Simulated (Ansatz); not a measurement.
Clean, relaxed (100) surface of Ba, space group Im-3m (No. 229) (top face towards +c; atoms held fixed, by place in the list: 1):

```xyz
3
Lattice="4.9162 0.0000 0.0000 0.0000 4.9162 0.0000 0.0000 0.0000 21.9162" Properties=species:S:1:pos:R:3 pbc="T T T"
Ba    2.4581    2.4581    8.5000
Ba    0.0000    0.0000   10.9581
Ba    2.4581    2.4581   13.4162
```

Method: DFT PBE+D3(BJ), scalar-relativistic, plane waves, PAW in Ansatz 0.2.0. Settings: cutoff 420 eV, Γ-centred mesh 6×6×1 on the computed 3-atom cell, Gaussian smearing of 0.10 eV; no spin polarisation. The cell repeats along c with a dipole correction in the vacuum.

Ge (atom) is put at the bridge (Ba-Ba) at (0.00, 0.50) site, one adsorbate per 24.2 Å², and relaxed. The adsorption energy is E(slab + adsorbate) − E(slab) − E(free adsorbate, spin-polarised where open-shell). Heights count from the highest slab atom after relaxation. Bonded neighbours lie within 1.25 times the sum of covalent radii (1.35 for H) and, on that scale, within 12 % of the closest. With the adsorbate the cell is lengthened along c to keep the vacuum.

Problem. How strongly does it bind, and where does its anchoring atom end?

Solution. -2.42 eV; at (0.00, 0.50), 2 bonded neighbours (Ba).

Problem. How high does its anchoring atom sit over the highest slab atom, and what is the shortest contact with the surface?

Solution. 1.59 Å; Ge–Ba 2.92 Å.

Problem. The clean face has a work function of 2.34 eV. How does the adsorbate change it?

Solution. By +2.32 eV.

Each end is the local minimum or symmetric point that its start leads to. The slab is only 4.9 Å thick, so the energies aren't converged with thickness.

The adsorbed runs have no spin polarisation, so weakly bound open-shell ends lie too high.

In some of the runs charge leaks into the vacuum, so their work functions can be off.